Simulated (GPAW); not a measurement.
Here is a GPAW 26.7.0 calculation.

Contents of run.py:

```python
from ase.dft.bandgap import bandgap
from ase.io import read, write
from ase.units import GPa
from gpaw import GPAW, PW

atoms = read('SiC.cif')

calc = GPAW(mode=PW(800),
            xc='MGGA_X_RSCAN+MGGA_C_RSCAN',
            kpts={'size': (7, 7, 4), 'gamma': True},
            occupations={'name': 'fermi-dirac', 'width': 0.05},
            nbands=18,
            convergence={'density': 1e-05, 'energy': 1e-05},
            maxiter=150,
            txt='gpaw.txt')
atoms.calc = calc
energy = atoms.get_potential_energy()
forces = atoms.get_forces()
stress = atoms.get_stress()
calc.write('gs.gpw')
write('result.traj', atoms)
print(f'Energy: {energy:.6f} eV')
print('Forces (eV/A):')
print(forces.round(4))
print('Stress (GPa):', (stress / GPa).round(3))
print('Fermi level:', round(calc.get_fermi_level(), 4), 'eV')
print(f'Gap: {bandgap(calc)[0]:.4f} eV, direct: {bandgap(calc, direct=True)[0]:.4f} eV')

path = atoms.cell.bandpath('GMKGALHA,LM,KH', npoints=60, eps=1e-4)
bs_calc = calc.fixed_density(kpts=path, symmetry='off', nbands=29,
                             convergence={'bands': 'CBM+6.0', 'eigenstates': 1e-6}, txt='bands.txt')
bs = bs_calc.band_structure()
bs.write('bs.json')
print(f'Gap on the path: {bandgap(bs_calc)[0]:.4f} eV')
```

SiC.cif

```cif
data_SiC
_cell_length_a 3.07600000
_cell_length_b 3.07600000
_cell_length_c 5.04800000
_cell_angle_alpha 90.00000000
_cell_angle_beta 90.00000000
_cell_angle_gamma 120.00000000
_space_group_name_H-M_alt 'P1'
_space_group_name_Hall 'P 1'
_space_group_IT_number 1
loop_
_space_group_symop_operation_xyz
'x,y,z'
loop_
_atom_site_label
_atom_site_type_symbol
_atom_site_symmetry_multiplicity
_atom_site_Wyckoff_symbol
_atom_site_fract_x
_atom_site_fract_y
_atom_site_fract_z
_atom_site_occupancy
Si1 Si 1 a 0.6666666667 0.3333333333 0.5000000000 1
Si2 Si 1 a 0.3333333333 0.6666666667 0.0000000000 1
C1 C 1 a 0.6666666667 0.3333333333 0.8850000000 1
C2 C 1 a 0.3333333333 0.6666666667 0.3850000000 1
```

Potentials or basis: GPAW PAW data sets (gpaw-data 1.2.1), pw.

Launch:

```bash
$ OMP_NUM_THREADS=1 python run.py
```

**Question.** What does it give for the largest force?

**Answer.** 0.773 eV/Å.

**Question.** Estimate the pressure.

**Answer.** 0.2 GPa.

**Question.** Estimate the band gap along the path.

**Answer.** 2.72 eV, indirect (least direct gap 4.59 eV).

Forces on the atoms (eV/Å):
```
Si   0.000  0.000  0.773
Si   0.000  0.000  0.773
C    0.000  0.000 -0.773
C    0.000  0.000 -0.773
```

Caveat: the PAW data sets were made with another functional, which shifts forces and pressure a little.
